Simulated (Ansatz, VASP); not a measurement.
## One calculation of InPd, two programs

```
In Pd
1.0
     3.27188    0.00000    0.00000
     0.00000    3.27188    0.00000
     0.00000    0.00000    3.27188
In Pd
1 1
Direct
  0.00000 0.00000 0.00000
  0.50000 0.50000 0.50000
```

The cell comes from a database or a generator and needn't be the stable form of this composition.

Alike in both runs: task relaxation of cell and atoms; functional BLYP; dispersion D4; k mesh 8 × 8 × 8; occupations fermi-dirac, width 0.05 eV; no spin polarisation.

|  | VASP | Ansatz |
| --- | --- | --- |
| version | VASP 6.6.1 | Ansatz 0.2.0 |
| potentials or method | VASP PAW PBE potentials, release 64 (In_d, Pd) | Ansatz PAW |
| plane-wave cutoff (eV) | 600 | 420 |
| valence electrons in the cell | 23 | 31 |

|  | VASP | Ansatz | Ansatz less VASP |
| --- | --- | --- | --- |
| gap on the k mesh at the Fermi level, each at its own relaxed structure (eV) | none | none | - |
| relaxed volume (Å³/atom) | 18.07 | 18.01 | -0.056 |
| relaxed cell length with the largest relative difference (Å) | 3.306 | 3.303 | -0.0034 |
| energy change over the relaxation (meV/atom) | -6 | -5 | +1.3 |

A gap of «none» marks a metal or a gap that the smearing closes. The two sets of potentials don't hold the same shells in valence.

Caveats: pairwise dispersion overbinds metals, which lowers pressure and volume; the PAW data sets were made with another functional, which shifts forces and pressure a little (VASP); the plane-wave basis is chosen anew once the cell has moved, so the energies of steps on either side of that aren't comparable (Ansatz); the PAW data sets come from PBE, with cores solved anew for the run's functional, which leaves a small shift of forces and pressure (Ansatz).
